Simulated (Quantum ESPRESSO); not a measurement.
## ZrO2 under changes of volume

One of the cells (11.158 Å³/atom); the others are scaled copies at fixed shape and fractional positions:

```
CELL_PARAMETERS angstrom
3.59610 0.00000 0.00000
0.00000 3.59610 0.00000
0.00000 0.00000 5.17700
ATOMIC_POSITIONS crystal
Zr 0.50000 0.50000 0.50000
Zr 0.00000 0.00000 0.00000
O 0.50000 0.00000 0.79700
O 0.50000 0.00000 0.29700
O 0.00000 0.50000 0.70300
O 0.00000 0.50000 0.20300
```

* Program: Quantum ESPRESSO 7.5
* Functional: PBE
* Potentials or basis: SSSP 1.3 efficiency PBE
* Cutoff: 748 eV
* Density cutoff: 5987 eV
* k mesh: 7 × 7 × 5
* Occupations: fermi-dirac, width 0.05 eV
* Spin: no spin polarisation

```csv
volume (Å³/atom),energy over the lowest point (meV/atom),pressure (GPa),gap on the mesh (eV),largest force (eV/Å)
10.489,59.17,22.3,4.19,0.257
10.712,32.35,15.8,4.13,0.147
10.935,14.09,10.0,4.07,0.044
11.158,3.55,4.7,4.02,0.052
11.381,0.00,0.0,3.96,0.141
11.604,?,?,?,?
11.828,11.19,-8.2,3.84,0.301
```

What does the run at 11.604 Å³/atom give?

Energy over the lowest point 2.75 meV/atom; pressure -4.3 GPa; gap on the mesh 3.90 eV; largest force 0.224 eV/Å.

Worked out: A Birch-Murnaghan fit of order 3 (a polynomial in V^(-2/3)) to the other rows has its minimum at 11.39 Å³/atom with B0 = V·E''(V) = 230 GPa and B' = 4.2 at fixed shape and positions, which overstates the stiffness. It gives 2.73 meV/atom at 11.604 Å³/atom, against the run's 2.75, and -dE/dV = -4.1 GPa, against -4.3. A straight line through the other rows of the gap, of slope -2.89 eV per unit of ln V, gives 3.90 eV, against the run's 3.90.

Energies are extrapolated to zero smearing.

Caveats: an odd mesh through Γ misses points on the zone boundary, where band edges often lie. Spin-orbit coupling on Zr is left out.
